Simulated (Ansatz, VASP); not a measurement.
One calculation of Mg, two programs

INCAR

```
SYSTEM = Mg
ALGO = Normal
EDIFF = 1E-6
ENCUT = 520
GGA = PE
ISIF = 2
ISMEAR = -1
LASPH = .True.
LCHARG = .False.
LREAL = .False.
LWAVE = .False.
NBANDS = 9
NELM = 60
PREC = Accurate
SIGMA = 0.05
```

Contents of KPOINTS:

```
k-points
0
Gamma
  12 12 7
  0 0 0
```

POSCAR

```
Mg
1.0
    1.5999359948     -2.7711704319      0.0000000000
    1.5999359948      2.7711704319      0.0000000000
    0.0000000000      0.0000000000      5.1784189950
Mg
2
Direct
    0.6666666670      0.3333333330      0.2500000000
    0.3333333330      0.6666666670      0.7500000000
```

Input for Ansatz:

```yaml
crystal:
  lattice:
    - [1.5999359948, -2.7711704319, 0.0]
    - [1.5999359948, 2.7711704319, 0.0]
    - [0.0, 0.0, 5.178418995]
  atoms:
    - { symbol: Mg, position: [0.666666667, 0.333333333, 0.25] }
    - { symbol: Mg, position: [0.333333333, 0.666666667, 0.75] }
kpoints:
  mp_grid: { grid: [12, 12, 7] }
scf:
  occupations: { method: fermi_dirac, width: 0.05 }
hamiltonian:
  xc: pbe
  pseudopotentials: { kind: all_electron, lapw: { basis_error: 0.001 } }
output:
  forces: true
  stress: true
  eigenvalues: true
```

Alike in both runs: task single point; functional PBE; k mesh 12 × 12 × 7; occupations fermi-dirac, width 0.05 eV; no spin polarisation.

|  | VASP | Ansatz |
| --- | --- | --- |
| version | VASP 6.6.1 | Ansatz 0.2.0 |
| potentials or method | VASP PAW PBE potentials, release 64 (Mg) | all-electron LAPW, scalar-relativistic |
| plane-wave cutoff (eV) | 520 | see its input |

|  | VASP | Ansatz | Ansatz less VASP |
| --- | --- | --- | --- |
| pressure (GPa) | -0.2 | -0.1 | +0.11 |
| largest component of the traceless stress (GPa) | 0.47 | 0.47 | -0.002 |

Ansatz ran all-electron here, so the differences hold the error of VASP's frozen core and of both bases.
